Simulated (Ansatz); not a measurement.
Input and command of a calculation in Ansatz (plane waves; scalar-relativistic PAW potentials unless the input names others):

```yaml
crystal:
  lattice:
    - [-3.1564740774, 3.1564740774, 3.1564740774]
    - [3.1564740774, -3.1564740774, 3.1564740774]
    - [3.1564740774, 3.1564740774, -3.1564740774]
  atoms:
    - { symbol: Ti, position: [0.0, 0.5, 0.5] }
    - { symbol: Ti, position: [0.5, 0.0, 0.5] }
    - { symbol: Ti, position: [0.5, 0.5, 0.0] }
    - { symbol: Ti, position: [0.0, 0.0, 0.0] }
    - { symbol: Al, position: [0.4287179319, 0.4287179319, 0.5] }
    - { symbol: Al, position: [0.0, 0.0, 0.5] }
    - { symbol: Al, position: [0.0, 0.5, 0.0] }
    - { symbol: Al, position: [0.5, 0.0, 0.0] }
basis:
  ecutwfc: 420
kpoints:
  mp_grid: { grid: [14, 14, 14] }
hamiltonian:
  xc: pbesol
scf:
  occupations: { method: fixed }
  max_iter: 75
output:
  forces: true
  eigenvalues: true
  stress: true
```

```bash
ansatz run input.yaml --threads 1 --pin off --max-ram 2560MiB --backend cpu --events-out ev --progress --plain --runs-dir out
```

Abridged log:
```
Pseudopotentials: kind: paw
Pseudopotential: Ti, paw, valence charge 12, recommended cutoff 420 eV (normal)
Pseudopotential: Al, paw, valence charge 3, recommended cutoff 420 eV (normal)
Functional definition: PBEsol
Crystal: 8 atoms, lattice volume = 125.796 Å³
Basis set: ecut = 420 eV, 2491 PW (Γ), exchange–correlation on 80×80×80 points (8 copies of the dense FFT grid, shifted against one another)
Bands: 38, of which v1, the nominal top of the filled ones, is band 30 counted from 1 (29 counted from 0)
Symmetry: 8 space group operations
Space group: I4mm (ITA 107), of the structure as read, at distance tolerance 5.0e-5 Å
k-points: 244 of 2744 (time reversal used)
Initial density: superposition of atomic densities (neutral atoms: chi_scale 0, normalization atom), corrected by the library's trained network
Initial wavefunctions: pseudopotential atomic-orbital guess
Functional: x = pbesol(κ = 0.804, μ = 0.12345679), c = pbesol(β = 0.046)
SCF iter   1: F=—  HF=-11995.060779 eV  |F-HF|=—  |Δ(HF+E_count)|=         —  Δρ=7.49e-3  dr2=1.21e-1  ethr=1.77e-3  ⟨swp⟩=4.7  Hψ=34464  notcnv=0  defer=967
SCF iter   2: F=—  HF=-11995.036059 eV  |F-HF|=—  |Δ(HF+E_count)|=   2.47e-2  Δρ=3.69e-3  dr2=2.65e-2  ethr=2.02e-4  ⟨swp⟩=2.1  Hψ=12895  notcnv=0  defer=1369
SCF iter   3: F=—  HF=-11995.029554 eV  |F-HF|=—  |Δ(HF+E_count)|=   6.50e-3  Δρ=1.23e-3  dr2=3.35e-3  ethr=4.42e-5  ⟨swp⟩=2.1  Hψ=12096  notcnv=0  defer=1397
SCF iter   4: F=—  HF=-11995.028708 eV  |F-HF|=—  |Δ(HF+E_count)|=   8.46e-4  Δρ=3.37e-4  dr2=1.08e-4  ethr=5.58e-6  ⟨swp⟩=2.1  Hψ=12364  notcnv=0  defer=1455
SCF iter   5: F=—  HF=-11995.028680 eV  |F-HF|=—  |Δ(HF+E_count)|=   2.80e-5  Δρ=7.08e-5  dr2=5.92e-6  ethr=1.80e-7  ⟨swp⟩=2.1  Hψ=12154  notcnv=0  defer=1084
SCF iter   6: F=—  HF=-11995.028690 eV  |F-HF|=—  |Δ(HF+E_count)|=   1.06e-5  Δρ=1.18e-5  dr2=2.13e-7  ethr=9.87e-9  ⟨swp⟩=2.0  Hψ=12301  notcnv=0  defer=664
SCF iter   7: F=-11995.028690 eV  HF=-11995.028690 eV  |F-HF|=1.54e-8  |Δ(HF+E_count)|=   5.32e-8  Δρ=4.01e-6  dr2=1.90e-8  ethr=1.67e-10  ⟨swp⟩=10.4  Hψ=40253  notcnv=0
SCF 1 converged in 7 iterations: F = -11995.028690 eV  dr2 = 1.90e-8
SCF converged after 7 iterations
Free energy (F): -11995.028690 eV
Harris-Foulkes:  -11995.028690 eV  (|F-HF|=1.54e-8)
Internal energy: -11995.028690 eV  (E = F + TS)
E sigma→0 (E₀):  -11995.028690 eV
Fermi energy:    11.740126 eV
--- Forces (eV/Å), atoms counted from 1 ---
  atom   1  Ti     0.82969008    -0.82969008    -0.62945160
  atom   2  Ti    -0.82969008     0.82969008    -0.62945160
  atom   3  Ti     0.82969008     0.82969008    -0.62945160
  atom   4  Ti    -0.82969008    -0.82969008    -0.62945160
  atom   5  Al     0.00000000     0.00000000     2.71228851
  atom   6  Al     0.00000000     0.00000000     0.08364774
  atom   7  Al     0.00000000     0.00000000    -0.13907314
  atom   8  Al     0.00000000     0.00000000    -0.13907314
--- Stress (GPa, compression-positive) ---
        3.115484       0.000000       0.000000
        0.000000       3.115484       0.000000
        0.000000       0.000000       1.324174
  P = ⅓ Tr σ = 2.5184 GPa (25.184 kbar)
```

Q: What should be changed?

A: The fault is fixed occupations on a metal: they fill the same number of bands at every k-point, while the true filling differs from point to point (scf.occupations: {"method": "gaussian", "width": 0.15} → {"method": "fixed"}, the first being the value of the sound run). Setting it back cures it. The log, from which this was withheld above, says: «WARN: a fill by count may have filled part of one level: at k-index 63 the highest filled band, 10.572714 eV, and the lowest empty band, 10.572714 eV, stand 8.882e-15 eV apart, within the solve's uncertainty, 3.162e-4 eV. If they are one level, whatever splits it, however little, can move the result. A smearing (`scf.occupations.method` with a `width`) well over the split that the run's distortions make …» The run converged all the same, with an energy at zero smearing 28.60 meV/atom above the reference's, pressure 2.52 GPa, largest force 2.712 eV/Å, no gap on the mesh, so convergence alone doesn't show that an input is right. A reference run from the same start on usual settings converged with pressure 2.35 GPa, largest force 2.937 eV/Å, no gap on the mesh.

The run took 48 s on 1 thread of AMD EPYC 9R45 96-Core Processor (Zen 5) (shared host), peak memory 1.1 GiB.